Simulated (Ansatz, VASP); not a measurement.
**ZnSe (Stilleite): VASP beside Ansatz**

Aim: how closely do two programs agree when they are given the same cell, functional and k mesh? The cell is taken from a series of runs on this material, whose earlier steps may have relaxed, scaled, displaced or heated it; both programs get it as it stands.

Method: plane waves, with VASP 6.6.1 beside it; single point at r2SCAN, spin-orbit coupling, in Ansatz 0.2.0.

### Step 1. Starting point

It takes space group Imm2 (No. 44, orthorhombic). The conventional cell has a = 4.007 Å, b = 4.027 Å, c = 5.651 Å, α = 90.00°, β = 90.00°, γ = 90.00°. Nearest to Zn lie 4 Se at 2.45 to 2.46 Å. Nearest to Se lie 4 Zn at 2.45 to 2.46 Å. Farther neighbours and most contacts between anions are not listed.

### Step 2. Ansatz: single point, r2SCAN, spin-orbit coupling, pair 1

Ansatz runs on its PAW fully relativistic soft_1 files.

With cell and atoms fixed, the geometry can't cause a difference; cores, projectors, grids and the points listed under the comparison can.

input.yaml

```yaml
crystal:
  lattice:
    - [0.0070417544, 2.8405627257, 2.8252575099]
    - [2.8405627257, 0.0070417544, 2.8252575099]
    - [2.8476044801, 2.8476044801, 0.0]
  atoms:
    - { symbol: Zn, position: [-0.0004163821, -0.0004163821, 0.0004163821] }
    - { symbol: Se, position: [0.7504163821, 0.7504163821, 0.7495836179] }
kpoints:
  mp_grid: { grid: [6, 6, 6] }
hamiltonian:
  xc: r2scan
  pseudopotentials: { kind: paw_fr, azcp: { folder: soft_1 } }
scf:
  occupations: { method: gaussian, width: 0.01 }
  n_extra_bands: 16
output:
  eigenvalues: true
  eigenstates:
    kpoints:
      - [0.0, 0.0, 0.0]
      - [8.966e-06, 0.003616717, 0.003625683]
      - [0.003616717, 8.966e-06, 0.003625683]
      - [0.00359723, 0.00359723, 0.0]
      - [0.002563745, 0.002563745, 0.00512749]
      - [-0.002551065, 0.002551065, 0.0]
      - [0.002549965, 0.00510103, 0.002563745]
      - [-0.002537286, 1.378e-05, 0.002563745]
      - [0.00510103, 0.002549965, 0.002563745]
      - [1.378e-05, -0.002537286, 0.002563745]
      - [0.00417015, 0.00417015, 0.004186578]
      - [1.6427e-05, 1.6427e-05, 0.004186578]
      - [-6.075e-06, 0.004159797, 0.0]
      - [0.004159797, -6.075e-06, 0.0]
      - [-8.966e-06, -0.003616717, -0.003625683]
      - [-0.003616717, -8.966e-06, -0.003625683]
      - [-0.00359723, -0.00359723, 0.0]
      - [-0.002563745, -0.002563745, -0.00512749]
      - [0.002551065, -0.002551065, 0.0]
      - [-0.002549965, -0.00510103, -0.002563745]
      - [0.002537286, -1.378e-05, -0.002563745]
      - [-0.00510103, -0.002549965, -0.002563745]
      - [-1.378e-05, 0.002537286, -0.002563745]
      - [-0.00417015, -0.00417015, -0.004186578]
      - [-1.6427e-05, -1.6427e-05, -0.004186578]
      - [6.075e-06, -0.004159797, 0.0]
      - [-0.004159797, 6.075e-06, 0.0]
      - [3.3622e-05, 0.013562688, 0.01359631]
      - [0.013562688, 3.3622e-05, 0.01359631]
      - [0.013489611, 0.013489611, 0.0]
      - [0.009614043, 0.009614043, 0.019228086]
      - [-0.009566494, 0.009566494, 0.0]
      - [0.00956237, 0.019128864, 0.009614043]
      - [-0.009514821, 5.1673e-05, 0.009614043]
      - [0.019128864, 0.00956237, 0.009614043]
      - [5.1673e-05, -0.009514821, 0.009614043]
      - [0.015638064, 0.015638064, 0.015699666]
      - [6.1603e-05, 6.1603e-05, 0.015699666]
      - [-2.2779e-05, 0.01559924, 0.0]
      - [0.01559924, -2.2779e-05, 0.0]
      - [-3.3622e-05, -0.013562688, -0.01359631]
      - [-0.013562688, -3.3622e-05, -0.01359631]
      - [-0.013489611, -0.013489611, 0.0]
      - [-0.009614043, -0.009614043, -0.019228086]
      - [0.009566494, -0.009566494, 0.0]
      - [-0.00956237, -0.019128864, -0.009614043]
      - [0.009514821, -5.1673e-05, -0.009614043]
      - [-0.019128864, -0.00956237, -0.009614043]
      - [-5.1673e-05, 0.009514821, -0.009614043]
      - [-0.015638064, -0.015638064, -0.015699666]
      - [-6.1603e-05, -6.1603e-05, -0.015699666]
      - [2.2779e-05, -0.01559924, 0.0]
      - [-0.01559924, 2.2779e-05, 0.0]
      - [0.0, 0.0, 0.0]
      - [8.966e-06, 0.003616717, 0.003625683]
      - [0.003616717, 8.966e-06, 0.003625683]
      - [0.00359723, 0.00359723, 0.0]
      - [0.002563745, 0.002563745, 0.00512749]
      - [-0.002551065, 0.002551065, 0.0]
      - [0.002549965, 0.00510103, 0.002563745]
      - [-0.002537286, 1.378e-05, 0.002563745]
      - [0.00510103, 0.002549965, 0.002563745]
      - [1.378e-05, -0.002537286, 0.002563745]
      - [0.00417015, 0.00417015, 0.004186578]
      - [1.6427e-05, 1.6427e-05, 0.004186578]
      - [-6.075e-06, 0.004159797, 0.0]
      - [0.004159797, -6.075e-06, 0.0]
      - [-8.966e-06, -0.003616717, -0.003625683]
      - [-0.003616717, -8.966e-06, -0.003625683]
      - [-0.00359723, -0.00359723, 0.0]
      - [-0.002563745, -0.002563745, -0.00512749]
      - [0.002551065, -0.002551065, 0.0]
      - [-0.002549965, -0.00510103, -0.002563745]
      - [0.002537286, -1.378e-05, -0.002563745]
      - [-0.00510103, -0.002549965, -0.002563745]
      - [-1.378e-05, 0.002537286, -0.002563745]
      - [-0.00417015, -0.00417015, -0.004186578]
      - [-1.6427e-05, -1.6427e-05, -0.004186578]
      - [6.075e-06, -0.004159797, 0.0]
      - [-0.004159797, 6.075e-06, 0.0]
      - [3.3622e-05, 0.013562688, 0.01359631]
      - [0.013562688, 3.3622e-05, 0.01359631]
      - [0.013489611, 0.013489611, 0.0]
      - [0.009614043, 0.009614043, 0.019228086]
      - [-0.009566494, 0.009566494, 0.0]
      - [0.00956237, 0.019128864, 0.009614043]
      - [-0.009514821, 5.1673e-05, 0.009614043]
      - [0.019128864, 0.00956237, 0.009614043]
      - [5.1673e-05, -0.009514821, 0.009614043]
      - [0.015638064, 0.015638064, 0.015699666]
      - [6.1603e-05, 6.1603e-05, 0.015699666]
      - [-2.2779e-05, 0.01559924, 0.0]
      - [0.01559924, -2.2779e-05, 0.0]
      - [-3.3622e-05, -0.013562688, -0.01359631]
      - [-0.013562688, -3.3622e-05, -0.01359631]
      - [-0.013489611, -0.013489611, 0.0]
      - [-0.009614043, -0.009614043, -0.019228086]
      - [0.009566494, -0.009566494, 0.0]
      - [-0.00956237, -0.019128864, -0.009614043]
      - [0.009514821, -5.1673e-05, -0.009614043]
      - [-0.019128864, -0.00956237, -0.009614043]
      - [-5.1673e-05, 0.009514821, -0.009614043]
      - [-0.015638064, -0.015638064, -0.015699666]
      - [-6.1603e-05, -6.1603e-05, -0.015699666]
      - [2.2779e-05, -0.01559924, 0.0]
      - [-0.01559924, 2.2779e-05, 0.0]
magnetization:
  noncollinear: true
  spin_orbit: true
checkpoint:
  read: start.run
  write: ck
  compress: false
  write_wavefunctions: false
  write_every: 100000
```

Run with:

```bash
ansatz run input.yaml --threads 4 --pin off --max-ram 9216MiB --backend cpu --events-out ev --progress --plain --runs-dir out
```

Numbers of over 12 decimals in the logs are rounded to 6 here.

What it wrote:

```text
scf.n_extra_bands = 16 over 28 filled bands (N_el = 28.0): the run solves 44 bands
Engine: ansatz 0.2.0, x86_64-unknown-linux-gnu
Pseudopotentials: kind: paw_fr
Pseudopotential: Zn, paw, valence charge 12, recommended cutoff 500 eV (meta_gga), soft_1/Zn.paw.azcp
Pseudopotential: Se, paw, valence charge 16, recommended cutoff 500 eV (meta_gga), soft_1/Se.paw.azcp
Functional definition: r2SCAN
  parameter k0 = 0.174
  parameter k1 = 0.065
  parameter a1 = 4.9479
  exchange = r2scan_x(k0 = k0, k1 = k1, a1 = a1)
  correlation = r2scan_c
non-collinear run that drives no moment, with spin-orbit: no starting moment large enough to seed its density (crystal.atoms[].spin), no starting occupations that ask for one, no magnetisation constraint and no magnetic field, so the semilocal B_xc is pinned to zero
Crystal: 2 atoms, lattice volume = 45.593 Å³
Basis set: ecut = 500 eV, 1159 PW (Γ), exchange–correlation on 120×120×120 points (64 copies of the dense FFT grid, shifted against one another)
Bands: 44, of which v1, the nominal top of the filled ones, is band 28 counted from 1 (27 counted from 0)
Symmetry: 4 space group operations + 4 with time reversal
Magnetic group: BNS 44.230 (UNI 328), of the structure as read, at distance tolerance 3.6e-5 Å
k-points: 46 of 216 (time reversal used)
Projection manifold: j_resolved (fully-relativistic pseudo-atomic orbitals)
Non-local potential: Zn, projectors of the file, resolved by j, l = 0: 2, l = 1: 4, l = 2: 6, l = 3: 2
Non-local potential: Se, projectors of the file, resolved by j, l = 0: 2, l = 1: 4, l = 2: 6, l = 3: 2
PAW form: soft (Blöchl's): semilocal exchange-correlation on the pseudo side does not see the compensation charge
PAW frozen core: Zn, regenerated for the run's functional (the file was generated under x = pbe(κ = 0.804, μ = 0.219515), c = pbe(β = 0.066725))
PAW frozen core: Se, regenerated for the run's functional (the file was generated under x = pbe(κ = 0.804, μ = 0.219515), c = pbe(β = 0.066725))
PAW one-centre angular grid: Zn, 590 points (default); XC on 224 Gauss nodes
PAW one-centre angular grid: Se, 590 points (default); XC on 283 of its mesh's 2701 points in the sphere
Initial density: read from a saved state, or passed on in memory by an earlier SCF of this step, an earlier step, the calling program or the single point that the run made first
Initial wavefunctions: pseudopotential atomic-orbital guess
Functional: x = r2scan, c = r2scan; τ floored in thin density (d = 2e-4 eV/Å³)
iter 1 solved again at ethr=5.07e-7 eV; its pass at ethr=3.10e-3 eV (dr2=1.42e-4 eV) is discarded
SCF iter   1: F=—  HF=-8799.994454 eV  |F-HF|=—  |Δ(HF+E_count)|=         —  Δρ=5.65e-7  dr2=1.07e-10  dr2_τ=3.51e-12  dr2_m=0.00e0 (ungated)  ethr=5.07e-7  |M|=0.00e0 ∫|m|=0.00e0 μB  |m|>n=0.0e0 m-floor=0.0e0 τ_xc=0.0e0  β_m=0.30  ⟨swp⟩=4.6  Hψ=19789  notcnv=0  defer=4
eigensolver tolerance schedule: the retry pair's looser diagonalisation over-reported the residual by 1323715.02 of it (diagonalisation noise at an unbounded share of the residual, at the tolerance the schedule requests for it); recorded, not acted on — ethr = c·dr2/N_el stays at c = 1.0e-1
preconditioner: auto → none  [insulator: Δε(μ)=1.718 eV  Ē_g=15.913 eV  σ=0.010 eV  W_gap=1.00  n_scr=14 (ndim 8)  ℏωp=23.3 eV  f_vac=0.119  D(μ)=0.00/eV (n_scr^D=0)  ε∞_Penn≈3.1]
SCF iter   2: F=—  HF=-8799.994454 eV  |F-HF|=—  |Δ(HF+E_count)|=   3.14e-8  Δρ=3.02e-7  dr2=3.33e-11  dr2_τ=3.86e-12  dr2_m=0.00e0 (ungated)  ethr=1.00e-12  |M|=0.00e0 ∫|m|=0.00e0 μB  |m|>n=0.0e0 m-floor=0.0e0 τ_xc=0.0e0  β_m=0.25  ⟨swp⟩=6.5  Hψ=7910  notcnv=0
SCF iter   3: F=-8799.994454 eV  HF=-8799.994454 eV  |F-HF|=9.09e-12  |Δ(HF+E_count)|=  5.46e-12  Δρ=2.11e-7  dr2=1.37e-11  dr2_τ=3.95e-13  dr2_m=0.00e0 (ungated)  ethr=1.00e-12  |M|=0.00e0 ∫|m|=0.00e0 μB  |m|>n=0.0e0 m-floor=0.0e0 τ_xc=0.0e0  ⟨swp⟩=1.0  Hψ=4240  notcnv=0
SCF 1 converged in 3 iterations: F = -8799.994454 eV  dr2 = 1.37e-11
  greatest PAW one-centre occupation: 0.999 electrons in one spin orbital (limit 2), on the Se atom at site 1 (counted from 0), in its partial waves of l = 2
NSCF: frozen V_eff on 106 k-points
SCF converged after 3 iterations
Magnetization: |M| = 0.0000 μB,  M = (+0.0000, +0.0000, +0.0000) μB
Absolute magnetization: 0.0000 μB (∫|m|)
  site 0: m = (+0.0000, +0.0000, +0.0000) μB, |m| = 0.0000 μB  (R = 1.01 Å)
  site 1: m = (+0.0000, +0.0000, +0.0000) μB, |m| = 0.0000 μB  (R = 1.01 Å)
Free energy (F): -8799.994454 eV
Harris-Foulkes:  -8799.994454 eV  (|F-HF|=9.09e-12)
Internal energy: -8799.994454 eV  (E = F + TS)
E sigma→0 (E₀):  -8799.994454 eV
Fermi energy:    7.197591 eV
--- Per-component energies (eV) ---
  E_band       = -407.121889
  E_kinetic    = 257.052449
  E_local      = -4850.925027  (includes V_loc(G=0)·N_el)
  E_nonlocal   = 473.118897
  E_hartree    = 2245.925592
  E_xc         = -150.536085
  E_vxc        = -148.203071  (∫ρ·V_xc dr)
  E_paw        = -4053.332948  (= ΣΔE_a)
  E_vpaw       = -637.408668  (= ΣTr[D̂ρ^β])
  E_aug_tail   = 0.000073  (compensation charges beyond the density's cutoff)
  E_vtau       = 7.392118  (kinetic-family band-sum trace: ∫τ·v_τ [+ j·A + Jᵃ·Aᵃ] dr)
  E_ewald      = -2719.380064
  E_core_change = -1.917341  (= ΣΔE_core)
  E_smearing   = -0.000000  (= −TS)
  E_closure    = 0.000000  (closes the sum)
  Σ components = -8799.994454   (vs F -8799.994454, Δ=0.00e0)
--- Band table (eV; the first three rows and the last of 46) ---
  k-point 0: bands = [... 24 lower, 6.3172, 6.3172, 6.3384, 6.3384, 8.0568, 8.0568, 12.4256, 12.4256, ... 12 higher]
  k-point 1: bands = [... 24 lower, 5.8414, 5.8443, 6.0692, 6.0812, 9.2707, 9.2711, 12.5568, 12.5625, ... 12 higher]
  k-point 2: bands = [... 24 lower, 5.4086, 5.4095, 5.6307, 5.6425, 9.4117, 9.4121, 13.1612, 13.1613, ... 12 higher]
  k-point 45: bands = [... 24 lower, 3.8678, 3.8678, 4.0462, 4.0462, 9.5256, 9.5256, 10.0464, 10.0464, ... 12 higher]
```

### Step 3. VASP: single point, r2SCAN, spin-orbit coupling, pair 1

The same cell, functional, mesh and smearing now go to VASP, with its own data sets.

Lines of VASP's logs that name or quote its potential files are left out, and so is its time.

INCAR

```
SYSTEM = ZnSe
PREC = Accurate
ENCUT = 440
EDIFF = 1E-06
NELM = 200
ISMEAR = 0
SIGMA = 0.01
LREAL = .FALSE.
ALGO = Normal
METAGGA = R2SCAN
LASPH = .TRUE.
LNONCOLLINEAR = .TRUE.
MAGMOM = 0 0 0 0 0 0
NBANDS = 30
GGA_COMPAT = .FALSE.
LSORBIT = .TRUE.
LORBIT = 11
LWAVE = .FALSE.
LCHARG = .FALSE.
ISIF = 2
EFERMI = MIDGAP
LMIXTAU = .TRUE.
KPAR = 2
```

POSCAR

```
ZnSe
1.0
    0.0070417544      2.8405627257      2.8252575099
    2.8405627257      0.0070417544      2.8252575099
    2.8476044801      2.8476044801      0.0000000000
Zn Se
1 1
Direct
    0.9995836179      0.9995836179      0.0004163821
    0.7504163821      0.7504163821      0.7495836179
```

KPOINTS

```
Automatic mesh
0
Gamma
6 6 6
0 0 0
```

The projector-augmented-wave data sets are Zn and Se (PBE family, release 64).

Run with:

```bash
mpirun -np 2 vasp_ncl
```

What it wrote:

```text
[banner, memory and clock lines left out]
running    2 mpi-ranks, on    1 nodes
 distrk:  each k-point on    1 cores,    2 groups
 distr:  one band on    1 cores,    1 groups

 POSCAR found type information on POSCAR ZnSe
 POSCAR found :  2 types and       2 ions
|                                                                             |
|               ----> ADVICE to this user running VASP <----                  |
|                                                                             |
|     You enforced a specific xc type in the INCAR file but a different       |
|     [... a line on the potential file left out ...]
|     I HOPE YOU KNOW WHAT YOU ARE DOING!                                     |
|                                                                             |

 LDA part: xc-table for (None), standard interpolation
 POSCAR, INCAR and KPOINTS ok, starting setup
 FFT: planning ... GRIDC
 FFT: planning ... GRID_SOFT
 FFT: planning ... GRID
 WAVECAR not read
 entering main loop
       N       E                     dE             d eps       ncg     rms          rms(c)
DAV:   1     0.964489865159E+02    0.96449E+02   -0.76168E+03  4500   0.125E+03
DAV:   2    -0.157128321365E+02   -0.11216E+03   -0.10554E+03  4556   0.301E+02
DAV:   3    -0.274768381620E+02   -0.11764E+02   -0.11625E+02  5250   0.975E+01
DAV:   4    -0.277057306941E+02   -0.22889E+00   -0.22861E+00  5126   0.142E+01
DAV:   5    -0.277067576738E+02   -0.10270E-02   -0.10269E-02  5126   0.902E-01    0.502E+00
DAV:   6    -0.248687832143E+02    0.28380E+01   -0.15212E+00  5392   0.367E+01    0.480E+00
DAV:   7    -0.248065209249E+02    0.62262E-01   -0.51905E-01  4668   0.126E+01    0.213E+00
DAV:   8    -0.248804622742E+02   -0.73941E-01   -0.15079E-01  4524   0.399E+00    0.677E-01
DAV:   9    -0.248238314809E+02    0.56631E-01   -0.14416E-01  4518   0.337E+00    0.280E-01
DAV:  10    -0.249190397532E+02   -0.95208E-01   -0.42448E-02  4530   0.181E+00    0.114E-01
DAV:  11    -0.249221353255E+02   -0.30956E-02   -0.16723E-03  5298   0.434E-01    0.697E-02
DAV:  12    -0.249217953708E+02    0.33995E-03   -0.62066E-04  4662   0.277E-01    0.310E-02
DAV:  13    -0.249223752274E+02   -0.57986E-03   -0.34285E-04  4572   0.207E-01    0.121E-02
DAV:  14    -0.249223676369E+02    0.75905E-05   -0.64107E-06  5338   0.302E-02    0.397E-03
DAV:  15    -0.249223652162E+02    0.24207E-05   -0.65820E-06  4772   0.355E-02    0.231E-03
DAV:  16    -0.249223711775E+02   -0.59613E-05   -0.21324E-06  4764   0.152E-02    0.284E-03
DAV:  17    -0.249223704082E+02    0.76932E-06   -0.56356E-07  3456   0.137E-02
   1 F= -.24922370E+02 E0= -.24922370E+02  d E =0.000000E+00  mag=    -0.0000    -0.0000    -0.0000
```

OUTCAR, selected parts (step 3):

```text
ion  position               nearest neighbor table
   1  1.000  1.000  0.000-   2 2.45   2 2.45   2 2.46   2 2.46
   2  0.750  0.750  0.750-   1 2.45   1 2.45   1 2.46   1 2.46

  LATTYP: Found a body centered orthorhombic cell.
 ALAT       =     4.0072037869
 B/A-ratio  =     1.0049703210
 C/A-ratio  =     1.4100892593

 Subroutine GETGRP returns: Found  4 space group operations
 (whereof  4 operations were pure point group operations)

The static configuration has the point symmetry C_2v.

 Found     75 irreducible k-points:

   k-points           NKPTS =     75   k-points in BZ     NKDIM =     75   number of bands    NBANDS=     30

   dimension x,y,z NGX =    28 NGY =   28 NGZ =   28
   dimension x,y,z NGXF=    56 NGYF=   56 NGZF=   56

   ENCUT  =  440.0 eV  32.34 Ry    5.69 a.u.   6.85  6.85  6.89*2*pi/ulx,y,z

   NELECT =      18.0000    total number of electrons

 k-points in reciprocal lattice and weights: Automatic mesh
   0.00000000  0.00000000  0.00000000       0.005
   0.16666667  0.00000000  0.00000000       0.009
  -0.16666667  0.00000000  0.00000000       0.009
   0.33333333 -0.00000000  0.00000000       0.009
  -0.33333333  0.00000000  0.00000000       0.009
   0.50000000  0.00000000  0.00000000       0.009
   0.16666667  0.16666667  0.00000000       0.005
  -0.16666667 -0.16666667  0.00000000       0.005
   0.33333333  0.16666667  0.00000000       0.009
[...]
0.33333333 -0.16666667  0.50000000       0.009
  -0.16666667  0.16666667  0.50000000       0.019

 average (electrostatic) potential at core
       1 -42.6715       2 -60.4198

 E-fermi :   2.2817

 k-point     1 :       0.0000    0.0000    0.0000
  band No.  band energies     occupation
    ...
     14       1.0372      1.00000
     15       1.3990      1.00000
     16       1.3990      1.00000
     17       1.4202      1.00000
     18       1.4202      1.00000
     19       3.1431      0.00000
     20       3.1431      0.00000
     21       7.5021      0.00000
     22       7.5021      0.00000
     23       7.6308      0.00000
    ...

 k-point     2 :       0.1667    0.0000    0.0000
  band No.  band energies     occupation
    ...
     14      -0.5660      1.00000
     15       0.9114      1.00000
     16       0.9118      1.00000
     17       1.1395      1.00000
     18       1.1515      1.00000
     19       4.3431      0.00000
     20       4.3440      0.00000
     21       7.6660      0.00000
     22       7.6684      0.00000
     23       7.9521      0.00000
    ...

 k-point     3 :      -0.1667    0.0000    0.0000
  band No.  band energies     occupation
    ...
     14      -0.5660      1.00000
     15       0.9114      1.00000
     16       0.9118      1.00000
     17       1.1395      1.00000
     18       1.1515      1.00000
     19       4.3431      0.00000
     20       4.3440      0.00000
     21       7.6660      0.00000
     22       7.6684      0.00000
     23       7.9521      0.00000
    ...

  Total       -0.0820773     -0.0820773     -0.0306843     -0.0549877      0.0000000      0.0000000
  in kB       -2.8842942     -2.8842942     -1.0782821     -1.9323339      0.0000000      0.0000000
  external PRESSURE =      -2.2822902 kB  Pullay stress =       0.0000000 kB

  energy-cutoff  :      440.00
  volume of cell :       45.59
      direct lattice vectors                 reciprocal lattice vectors
     0.007041754  2.840562726  2.825257510    -0.176458902  0.176458902  0.176975018
     2.840562726  0.007041754  2.825257510     0.176458902 -0.176458902  0.176975018
     2.847604480  2.847604480  0.000000000     0.175586183  0.175586183 -0.176975018

 POSITION                                       TOTAL-FORCE (eV/Angst)
 -----------------------------------------------------------------------------------
      2.84760      2.84760      5.64816        -0.000000     -0.000000     -0.004413
      4.27141      4.27141      4.24024         0.000000      0.000000      0.004413
 -----------------------------------------------------------------------------------
    total drift:                               -0.000001     -0.000001     -0.008348

  FREE ENERGIE OF THE ION-ELECTRON SYSTEM (eV)
  ---------------------------------------------------
  free  energy   TOTEN  =       -24.9223704082 eV

  energy  without entropy=      -24.9223704082  energy(sigma->0) =      -24.92237041

 Spin-Orbit-Coupling matrix elements
 Ion:    1  E_soc:     -0.0081995
 Ion:    2  E_soc:     -0.0344938

 total charge
# of ion       s       p       d       tot
------------------------------------------
    1        0.510   0.442   9.803  10.755
    2        1.430   2.484   0.030   3.943
--------------------------------------------------
tot          1.940   2.926   9.833  14.699

 magnetization (x)
# of ion       s       p       d       tot
------------------------------------------
    1        0.000   0.000  -0.000   0.000
    2        0.000   0.000   0.000   0.000
--------------------------------------------------
tot          0.000   0.000  -0.000   0.000

 magnetization (y)
# of ion       s       p       d       tot
------------------------------------------
    1        0.000  -0.000   0.000  -0.000
    2        0.000  -0.000   0.000  -0.000
--------------------------------------------------
tot          0.000  -0.000   0.000  -0.000

 magnetization (z)
# of ion       s       p       d       tot
------------------------------------------
    1        0.000   0.000   0.000   0.000
    2        0.000   0.000   0.000   0.000
--------------------------------------------------
tot          0.000   0.000   0.000   0.000

[... 3 further parts left out ...]
```

The run ends at a pressure of -0.23 GPa, with forces up to 0.0044 eV/Å.

[end of part 1 of 3]

[Lines on the potential files, build, host, timing and source positions are cut from VASP's logs without a mark.]

[Logs are printed without paths, hosts, clocks, repeated set-up lines and the standing remarks that a program may print on its own settings, such as how far it seeks lower states.]

[Hosts, paths, dates, database ids (printed as entryN), source tags and the programs' standing remarks are cut or masked in the printed files.]
